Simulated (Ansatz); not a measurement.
## Compressing Bi: a fit and a missing row

Bi, C2/m, a = 7.033 Å, b = 6.284 Å, c = 3.299 Å, β = 117.3°. This isn't the element's structure at ambient conditions. Ansatz: PBEsol, PAW, 420 eV, Γ-centred 10×10×14 mesh on 2 atoms, Gaussian smearing 0.10 eV; no spin polarisation. Shape and atoms are relaxed at each volume; pressure is positive in compression.

| V (Å³/atom) | P (GPa) |
| --- | --- |
| 28.496 | ? |
| 29.467 | 6.56 |
| 30.438 | 3.99 |
| 31.410 | 1.83 |
| 32.381 | 0.00 |
| 33.353 | -1.55 |
| 34.324 | -2.85 |
| 35.619 | -4.27 |

Problem. Take V0 = 32.381 Å³/atom, fit the third-order Birch–Murnaghan form to the other rows, and predict the missing pressure.

Solution. With the Eulerian strain f = ½[(V0/V)^(2/3) − 1] and y = P/[3f(1 + 2f)^(5/2)], the form is the line y = B0 + 1.5 B0 (B0′ − 4) f. Rows (f, y): 0.03244, 57.6; 0.02106, 57.0; 0.01025, 56.6; -0.00976, 55.6; -0.01905, 55.0; -0.03078, 54.2. Means f = 0.0006933, y = 56.000; Σ(Δf)² = 0.003004, ΣΔfΔy = 0.1575; the slope is their ratio. y = 55.96 + 52.43 f GPa, so B0 = 56.0 GPa and B0′ = 4 + 2 × (52.43)/(3 × 55.96) = 4.62. At V = 28.496, f = 0.04447, y = 58.29 and P = 9.62 GPa. The run gave 9.60 GPa, so the fit is 0.02 GPa too high, a small miss on the scale of the series.

Spin–orbit coupling is left out, which can shift energies with elements as heavy as these.

Cost: 8 runs of about 10 core-minutes in all, on Arm Neoverse V2 (shared hosts).